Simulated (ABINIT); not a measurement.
# NiO (Fm-3m) in ABINIT: notebook

The runs below take NiO through single point, with PBEsol, PBE.

All numbers are computed with ABINIT 10.8.3 (patched build); they aren't measurements. Logs are shortened: lines on timing, memory, paths and dates and some standing lists are left out, and cuts for length are marked. The log counts tension as positive stress, the text compression.

**Experimental background.**

“Local correlations, non-local screening, multiplets, and band formation in NiO”, 2012, arxiv:1210.6675 quotes, for a bulk crystal of NiO: band gap 4.3 eV.

The results are compared with them further down.

**1. The structure**

The structure is cubic, space group Fm-3m (No. 225). The conventional cell has a = 4.172 Å, b = 4.172 Å, c = 4.172 Å, α = 90.00°, β = 90.00°, γ = 90.00°. Around Ni (site symmetry m-3m) lie 6 O at 2.09 Å. O (site symmetry m-3m) has 6 Ni at 2.09 Å as nearest neighbours.

**2. Single point, PBEsol, collinear spin, ferromagnetic start**

run.abi reads:

```
# Pseudopotentials
pp_dirpath "./"
pseudos "Ni.upf, O.upf"

# Structure
acell 3*1.0 Angstrom
rprim
     0.0000000000     2.0859016414     2.0859016414
     2.0859016414     0.0000000000     2.0859016414
     2.0859016414     2.0859016414     0.0000000000
ntypat 2
znucl 28 8
natom 2
typat 1 2
xcart
     0.0000000000     0.0000000000     0.0000000000
     3.9417828252     3.9417828252     3.9417828252

# Plane-wave basis
ecut 45.0

# k points
kptopt 1
ngkpt 8 8 8
nshiftk 1
shiftk 0.0 0.0 0.0

# Exchange and correlation
ixc -116133

# Bands and occupations
nband 17
occopt 3
tsmear 0.00183747

# Spin
nsppol 2
spinat
     0.0000000000     0.0000000000     1.0000000000
     0.0000000000     0.0000000000     0.0000000000

# SCF cycle
nstep 100
tolvrs 1.0e-10

# Output
iomode 3
prtwf 0
prtden 0
prteig 0
prtebands 0
enunit 1
```

Potentials or basis: PseudoDojo NC SR PBEsol v0.4.1 standard.

The run is started by

```console
> abinit run.abi > log 2>&1
```

run.abo:

```text
.Version 10.8.3 of ABINIT
 Symmetries : space group Fm -3 m (#225); Bravais cF (face-center cubic)
================================================================================
 Values of the parameters that define the memory need of the present run
     intxc =       0    ionmov =       0      iscf =       7    lmnmax =       6
     lnmax =       6     mgfft =      36  mpssoang =       3    mqgrid =    3001
     natom =       2  nloc_mem =       1    nspden =       2   nspinor =       1
    nsppol =       2      nsym =      48    n1xccc =    2501    ntypat =       2
    occopt =       3   xclevel =       2
       mpw =        1788          nfft =       46656          nkpt =          29
================================================================================
================================================================================

--------------------------------------------------------------------------------
------------- Echo of variables that govern the present computation ------------
--------------------------------------------------------------------------------
 -outvars: echo values of preprocessed input variables --------
            acell      1.8897261259E+00  1.8897261259E+00  1.8897261259E+00 Bohr
              amu      5.86900000E+01  1.59994000E+01
             ecut      4.50000000E+01 Hartree
           enunit           1
              ixc     -116133
         kptrlatt        8    0    0      0    8    0      0    0    8
          kptrlen      4.45961819E+01
            natom           2
            nband          17
            ngfft          36      36      36
             nkpt          29
           nspden           2
           nsppol           2
            nstep         100
             nsym          48
           ntypat           2
           occopt           3
           prtden           0
        prtebands           0
           prteig           0
            prtwf           0
            rprim      0.0000000000E+00  2.0859016414E+00  2.0859016414E+00
                       2.0859016414E+00  0.0000000000E+00  2.0859016414E+00
                       2.0859016414E+00  2.0859016414E+00  0.0000000000E+00
          spgroup         225
           spinat      0.0000000000E+00  0.0000000000E+00  1.0000000000E+00
                       0.0000000000E+00  0.0000000000E+00  0.0000000000E+00
           tolvrs      1.00000000E-10
           tsmear      1.83747000E-03 Hartree
            typat      1  2
           xangst      0.0000000000E+00  0.0000000000E+00  0.0000000000E+00
                       2.0859016414E+00  2.0859016414E+00  2.0859016414E+00
            xcart      0.0000000000E+00  0.0000000000E+00  0.0000000000E+00
                       3.9417828278E+00  3.9417828278E+00  3.9417828278E+00
             xred      0.0000000000E+00  0.0000000000E+00  0.0000000000E+00
                       5.0000000000E-01  5.0000000000E-01  5.0000000000E-01
            znucl       28.00000    8.00000

================================================================================

 chkinp: Checking input parameters for consistency.

================================================================================
== DATASET  1 ==================================================================

--- !DatasetInfo
iteration_state: {dtset: 1, }
dimensions: {natom: 2, nkpt: 29, mband: 17, nsppol: 2, nspinor: 1, nspden: 2, mpw: 1788, }
cutoff_energies: {ecut:  45.0, pawecutdg:  -1.0, }
electrons: {nelect:   2.40000000E+01, charge:   0.00000000E+00, occopt:   3.00000000E+00, tsmear:   1.83747000E-03, }
meta: {optdriver: 0, ionmov: 0, optcell: 0, iscf: 7, paral_kgb: 0, }
...

 Real(R)+Recip(G) space primitive vectors, cartesian coordinates (Bohr,Bohr^-1):
 R(1)=  0.0000000  3.9417828  3.9417828  G(1)= -0.1268462  0.1268462  0.1268462
 R(2)=  3.9417828  0.0000000  3.9417828  G(2)=  0.1268462 -0.1268462  0.1268462
 R(3)=  3.9417828  3.9417828  0.0000000  G(3)=  0.1268462  0.1268462 -0.1268462
 Unit cell volume ucvol=  1.2249210E+02 bohr^3
 Angles (23,13,12)=  6.00000000E+01  6.00000000E+01  6.00000000E+01 degrees

 getcut: wavevector=  0.0000  0.0000  0.0000  ngfft=  36  36  36
         ecut(hartree)=     45.000   => boxcut(ratio)=   2.13857

--- Pseudopotential description ------------------------------------------------
- pspini: atom type   1  psp file is ./Ni.upf
12 -116133 2 -1 1356                          pspcod,pspxc,lmax,lloc,mmax
     nproj     2     2     2

- pspini: atom type   2  psp file is ./O.upf
12 -116133 2 -1 936                           pspcod,pspxc,lmax,lloc,mmax
     nproj     2     2     1

   6.19221517E+02                                ecore*ucvol(ha*bohr**3)
--------------------------------------------------------------------------------

================================================================================

--- !BeginCycle
iteration_state: {dtset: 1, }
[... 67 lines left out ...]
- [  2.11043952E-04,   0.00000000E+00,   0.00000000E+00, ]
- [  0.00000000E+00,   2.11043952E-04,   0.00000000E+00, ]
- [  0.00000000E+00,   0.00000000E+00,   2.11043952E-04, ]
pressure_GPa:  -6.2091E+00
xred      :
- [  0.0000E+00,   0.0000E+00,   0.0000E+00, Ni]
- [  5.0000E-01,   5.0000E-01,   5.0000E-01,  O]
cartesian_forces: # hartree/bohr
- [ -0.00000000E+00,  -0.00000000E+00,  -0.00000000E+00, ]
- [ -0.00000000E+00,  -0.00000000E+00,  -0.00000000E+00, ]
force_length_stats: {min:   0.00000000E+00, max:   0.00000000E+00, mean:   0.00000000E+00, }
...

 Integrated electronic and magnetization densities in atomic spheres:
 ------------------------------------------------------------------------------------------------------------
 Radius=ratsph(iatom), smearing ratsm=  0.0000. Diff(up-dn)=approximate z local magnetic moment.
    Atom    Radius    up_density   dn_density  Total(up+dn)  Diff(up-dn)
    1 Ni   2.00000     8.787141     7.399984     16.187125     1.387158
    2  O   2.00000     3.237052     2.942949      6.180001     0.294103
 ------------------------------------------------------------------------------------------------------------
  Sum:                12.024193    10.342933     22.367126     1.681261
 Total magnetization (from the atomic spheres):                1.681261
 Total magnetization (exact up - dn):                          1.691140

================================================================================

 ----iterations are completed or convergence reached----

 Mean square residual over all n,k,spin=   87.967E-14; max=  30.080E-11
 reduced coordinates (array xred) for    2 atoms
       0.000000000000      0.000000000000      0.000000000000
       0.500000000000      0.500000000000      0.500000000000
 rms dE/dt=  0.0000E+00; max dE/dt=  0.0000E+00; dE/dt below (all hartree)
    1       0.000000000000      0.000000000000      0.000000000000
    2       0.000000000000      0.000000000000      0.000000000000

 cartesian coordinates (angstrom) at end:
    1      0.00000000000000     0.00000000000000     0.00000000000000
    2      2.08590164140000     2.08590164140000     2.08590164140000

 cartesian forces (hartree/bohr) at end:
    1     -0.00000000000000    -0.00000000000000    -0.00000000000000
    2     -0.00000000000000    -0.00000000000000    -0.00000000000000
 frms,max,avg= 0.0000000E+00 0.0000000E+00   0.000E+00  0.000E+00  0.000E+00 h/b

 cartesian forces (eV/Angstrom) at end:
    1     -0.00000000000000    -0.00000000000000    -0.00000000000000
    2     -0.00000000000000    -0.00000000000000    -0.00000000000000
 frms,max,avg= 0.0000000E+00 0.0000000E+00   0.000E+00  0.000E+00  0.000E+00 e/A
 length scales=  1.889726125908  1.889726125908  1.889726125908 bohr
              =  1.000000000000  1.000000000000  1.000000000000 angstroms
 Fermi (or HOMO) energy (eV) =   8.78702   Average Vxc (eV)= -13.40938
 Eigenvalues (   eV  ) for nkpt=  29  k points, SPIN UP:
 kpt#   1, nband= 17, wtk=  0.00195, kpt=  0.0000  0.0000  0.0000 (reduced coord)
 -95.05616  -55.62936  -55.62936  -55.62936  -11.53285    5.72469    5.72469    5.73603
   5.73603    5.73603    6.24152    6.24152    6.24152   10.31470   26.45399   27.57694
  27.57694
 prteigrs : prtvol=0 or 1, do not print more k-points.

 Eigenvalues (   eV  ) for nkpt=  29  k points, SPIN DOWN:
 kpt#   1, nband= 17, wtk=  0.00195, kpt=  0.0000  0.0000  0.0000 (reduced coord)
 -93.56340  -54.02604  -54.02604  -54.02604  -11.09528    6.25921    6.25921    6.25921
   7.14106    7.14106    7.14106    8.08333    8.08333   10.63717   26.39739   27.81902
  27.81902
 prteigrs : prtvol=0 or 1, do not print more k-points.

--- !EnergyTerms
iteration_state     : {dtset: 1, }
comment             : Components of total free energy in Hartree
kinetic             :  9.02529106536336E+01
hartree             :  5.40379848983899E+01
xc                  : -2.53503481059847E+01
Ewald energy        : -1.19611653671915E+02
psp_core            :  5.05519559539703E+00
local_psp           : -1.59100009468237E+02
non_local_psp       : -2.93751832745708E+01
internal            : -1.84091103373286E+02
'-kT*entropy'       : -4.66498779196034E-04
total_energy        : -1.84091569872066E+02
total_energy_eV     : -5.00938681241778E+03
band_energy         : -1.68669740879051E+01
...

 Cartesian components of stress tensor (hartree/bohr^3)
  sigma(1 1)=  2.11043952E-04  sigma(3 2)=  0.00000000E+00
  sigma(2 2)=  2.11043952E-04  sigma(3 1)=  0.00000000E+00
  sigma(3 3)=  2.11043952E-04  sigma(2 1)=  0.00000000E+00

-Cartesian components of stress tensor (GPa)         [Pressure= -6.2091E+00 GPa]
- sigma(1 1)=  6.20912744E+00  sigma(3 2)=  0.00000000E+00
- sigma(2 2)=  6.20912744E+00  sigma(3 1)=  0.00000000E+00
- sigma(3 3)=  6.20912744E+00  sigma(2 1)=  0.00000000E+00

== END DATASET(S) ==============================================================
================================================================================

 -outvars: echo values of variables after computation  --------
            acell      1.8897261259E+00  1.8897261259E+00  1.8897261259E+00 Bohr
           etotal     -1.8409156987E+02
            fcart     -0.0000000000E+00 -0.0000000000E+00 -0.0000000000E+00
                      -0.0000000000E+00 -0.0000000000E+00 -0.0000000000E+00
            rprim      0.0000000000E+00  2.0859016414E+00  2.0859016414E+00
                       2.0859016414E+00  0.0000000000E+00  2.0859016414E+00
                       2.0859016414E+00  2.0859016414E+00  0.0000000000E+00
           strten      2.1104395205E-04  2.1104395205E-04  2.1104395205E-04
                       0.0000000000E+00  0.0000000000E+00  0.0000000000E+00
           xangst      0.0000000000E+00  0.0000000000E+00  0.0000000000E+00
                       2.0859016414E+00  2.0859016414E+00  2.0859016414E+00
             xred      0.0000000000E+00  0.0000000000E+00  0.0000000000E+00
                       5.0000000000E-01  5.0000000000E-01  5.0000000000E-01
 Calculation completed.
```

Run time: 3.3 min. Hardware: 1 thread of Arm Neoverse V1, shared host; peak memory 0.1 GiB.

Results:

- Free energy: -5009.3868 eV
- Pressure: -6.2 GPa
- Band gap on the k mesh: none (metal or under the smearing width)
- Net moment: 1.69 μB per cell
- Site moments: Ni +1.39; O +0.29 μB
- Valence electrons inside the program's atomic spheres: Ni 16.19; O 6.18

Levels at points of the mesh, in eV from the Fermi level:
Spin up:
| k point | band 9 | band 10 | band 11 | band 12 | band 13 | band 14 | band 15 | band 16 | band 17 |
| --- | --- | --- | --- | --- | --- | --- | --- | --- | --- |
| (0.00, 0.00, 0.00) | -3.05 | -3.05 | -2.55 | -2.55 | -2.55 | 1.53 | 17.67 | 18.79 | 18.79 |
| (0.50, 0.00, 0.00) | -1.83 | -1.83 | -1.31 | 0.34 | 0.34 | 5.50 | 9.93 | 13.95 | 13.95 |
| (0.50, 0.50, 0.00) | -3.45 | -2.71 | -2.14 | -1.51 | -1.51 | 6.13 | 10.46 | 12.12 | 16.53 |
Spin down:
```
           k point  band 9  band 10  band 11  band 12  band 13  band 14
(0.00, 0.00, 0.00)   -1.65    -1.65    -1.65    -0.70    -0.70     1.85
(0.50, 0.00, 0.00)   -0.74    -0.74    -0.37     2.17     2.17     5.66
(0.50, 0.50, 0.00)   -2.68    -0.51    -0.51    -0.27     0.29     6.50
```

Caveat: small starting moments can end in a higher magnetic state in this program; a cell with one magnetic atom can't hold antiferromagnetic order, which such compounds often take; semilocal functionals often make such compounds metallic where correlation or magnetic order opens a gap, which also shifts bond lengths.

**3. Single point, PBEsol, collinear spin, ferromagnetic start**

run.abi reads:

```
# Pseudopotentials
pp_dirpath "./"
pseudos "Ni.upf, O.upf"

# Structure
acell 2.949910391 2.949910391 2.949910391 Angstrom
rprim
     0.0000000000     0.7071067812     0.7071067812
     0.7071067812     0.0000000000     0.7071067812
     0.7071067812     0.7071067812     0.0000000000
ntypat 2
znucl 28 8
natom 2
typat 1 2
xred
     0.0000000000     0.0000000000     0.0000000000
     0.5000000000     0.5000000000     0.5000000000

# Plane-wave basis
ecut 48.0

# k points
kptopt 1
ngkpt 8 8 8
nshiftk 1
shiftk 0.0 0.0 0.0

# Exchange and correlation
ixc -116133

# Bands and occupations
nband 17
occopt 3
tsmear 0.00183747

# Spin
nsppol 2
spinat
     0.0000000000     0.0000000000     1.0000000000
     0.0000000000     0.0000000000     0.0000000000

# SCF cycle
nstep 100
tolvrs 1.0e-10

# Output
iomode 3
prtwf 0
prtden 0
prteig 0
prtebands 0
enunit 2
```

Potentials or basis: PseudoDojo NC SR PBEsol v0.4 stringent.

The run is started by

```console
> abinit run.abi > log 2>&1
```

It took 5.3 min on 1 thread of Arm Neoverse V2, shared host; peak memory 0.1 GiB.

The run converged. Its results:

```yaml
Free_energy: -5048.0446 eV
Pressure: -6.5 GPa
Band_gap_on_the_k_mesh: none (metal or under the smearing width)
Net_moment: 1.69 μB per cell
Site_moments: Ni +1.39; O +0.29 μB
Valence_electrons_inside_the_program's_atomic_spheres: Ni 16.19; O 6.18
```

Levels at points of the mesh, in eV from the Fermi level:
Spin up:
```
           k point  band 9  band 10  band 11  band 12  band 13  band 14  band 15  band 16  band 17
(0.00, 0.00, 0.00)   -3.06    -3.06    -2.54    -2.54    -2.54     1.51    17.65    18.78    18.78
(0.50, 0.00, 0.00)   -1.83    -1.83    -1.30     0.35     0.35     5.49     9.92    13.93    13.93
(0.50, 0.50, 0.00)   -3.45    -2.71    -2.14    -1.50    -1.50     6.11    10.45    12.12    16.52
```
Spin down:
```csv
k point,band 7,band 8,band 9,band 10,band 11,band 12,band 13,band 14,band 15,band 16
"(0.00, 0.00, 0.00)",-2.53,-2.53,-1.65,-1.65,-1.65,-0.71,-0.71,1.84,17.59,19.02
"(0.50, 0.00, 0.00)",-4.88,-4.88,-0.74,-0.74,-0.36,2.17,2.17,5.65,10.43,14.17
"(0.50, 0.50, 0.00)",-3.90,-3.90,-2.68,-0.51,-0.51,-0.27,0.28,6.49,10.82,12.42
```

Caveat: small starting moments can end in a higher magnetic state in this program; a cell with one magnetic atom can't hold antiferromagnetic order, which such compounds often take; semilocal functionals often make such compounds metallic where correlation or magnetic order opens a gap, which also shifts bond lengths.

**4. Single point, PBE, collinear spin, ferromagnetic start**

run.abi reads:

```
# Pseudopotentials
pp_dirpath "./"
pseudos "28_Ni_18_1.7_2.2_pbe_n_v1.0.psp8, 08_O_6_1.2_1.4_pbe_n_v1.0.psp8"

# Structure
acell 3*1.0 Angstrom
rprim
     0.0000000000     2.0859016414     2.0859016414
     2.0859016414     0.0000000000     2.0859016414
     2.0859016414     2.0859016414     0.0000000000
ntypat 2
znucl 28 8
natom 2
typat 1 2
xred
     0.0000000000     0.0000000000     0.0000000000
     0.5000000000     0.5000000000     0.5000000000

# Plane-wave basis
ecut 35.0

# k points
kptopt 1
ngkpt 8 8 8
nshiftk 1
shiftk 0.0 0.0 0.0

# Exchange and correlation
ixc 11

# Bands and occupations
nband 17
occopt 3
tsmear 0.05 eV

# Spin
nsppol 2
spinat
     0.0000000000     0.0000000000     1.0000000000
     0.0000000000     0.0000000000     0.0000000000

# SCF cycle
nstep 100
tolvrs 1.0e-10

# Output
iomode 3
prtwf 0
prtden 0
prteig 0
prtebands 0
enunit 1
```

Potentials or basis: SPMS NC PBE v1.0.

The run is started by

```console
> abinit run.abi > log 2>&1
```

Run time: 1.9 min. Hardware: 1 thread of Intel Xeon Platinum 8488C (Sapphire Rapids), shared host; peak memory 0.08 GiB.

Results (log left out):

```
Free energy                                           : -4701.2361 eV
Band gap on the k mesh                                : none (metal or under the smearing width)
Net moment                                            : 1.77 μB per cell
Site moments                                          : Ni +1.44; O +0.32 μB
Valence electrons inside the program's atomic spheres : Ni 16.21; O 6.22
```

Levels at points of the mesh, in eV from the Fermi level:
Spin up:
```
           k point  band 11  band 12  band 13  band 14  band 15  band 16
(0.00, 0.00, 0.00)    -2.58    -2.58    -2.58     1.69    17.98    19.00
(0.50, 0.00, 0.00)    -1.35     0.28     0.28     5.74    10.07    14.18
(0.50, 0.50, 0.00)    -2.28    -1.57    -1.57     6.32    10.65    12.33
```
Spin down:
| k point | band 9 | band 10 | band 11 | band 12 | band 13 | band 14 |
| --- | --- | --- | --- | --- | --- | --- |
| (0.00, 0.00, 0.00) | -1.74 | -1.74 | -1.74 | -0.64 | -0.64 | 2.03 |
| (0.50, 0.00, 0.00) | -0.86 | -0.86 | -0.48 | 2.20 | 2.20 | 5.90 |
| (0.50, 0.50, 0.00) | -2.72 | -0.66 | -0.66 | -0.22 | 0.32 | 6.71 |

Caveat: the cutoff is too short for stress, so the log's stress isn't used; small starting moments can end in a higher magnetic state in this program; a cell with one magnetic atom can't hold antiferromagnetic order, which such compounds often take; semilocal functionals often make such compounds metallic where correlation or magnetic order opens a gap, which also shifts bond lengths.

**5. Summary**

| level | potentials or basis | cutoff (eV) | gap on the mesh (eV) | pressure (GPa) | moment (μB) |
| --- | --- | --- | --- | --- | --- |
| PBEsol | PseudoDojo NC SR PBEsol v0.4.1 standard | 1225 | none | -6.2 | 1.69 |
| PBEsol | PseudoDojo NC SR PBEsol v0.4 stringent | 1306 | none | -6.5 | 1.69 |
| PBE | SPMS NC PBE v1.0 | 952 | none | - | 1.77 |

Alike in all rows: task single point; spin collinear, ferromagnetic start; cell as given; k mesh 8 × 8 × 8; smearing fermi-dirac 0.05 eV.

Caveats: small starting moments can end in a higher magnetic state in this program; a cell with one magnetic atom can't hold antiferromagnetic order, which such compounds often take; semilocal functionals often make such compounds metallic where correlation or magnetic order opens a gap, which also shifts bond lengths.

Total energies depend on the potentials used, so only differences within one code and one set of settings carry meaning.

**6. Comparison with measurements**

Step 2. Against the measured gap of NiO, 4.3 eV (quoted in “Local correlations, non-local screening, multiplets, and band formation in NiO”, 2012, arxiv:1210.6675), the calculated 0.00 eV is off by -4.30 eV. So large a miss can be the level of theory's own, or it may mean another phase, state or a wrong row. The value is that of PBEsol on a finite k mesh, which can miss the band edges, without temperature or zero-point motion. Semilocal functionals fall short of measured gaps as a rule. The run's magnetic order (collinear spin, ferromagnetic start) needn't be the measured crystal's.

Step 3. A measured gap of NiO is 4.3 eV (quoted in “Local correlations, non-local screening, multiplets, and band formation in NiO”, 2012, arxiv:1210.6675); the calculated 0.00 eV misses it by -4.30 eV. So large a miss can be the level of theory's own, or it may mean another phase, state or a wrong row. The value is that of PBEsol on a finite k mesh, which can miss the band edges, without temperature or zero-point motion. Semilocal functionals fall short of measured gaps as a rule. The run's magnetic order (collinear spin, ferromagnetic start) needn't be the measured crystal's.
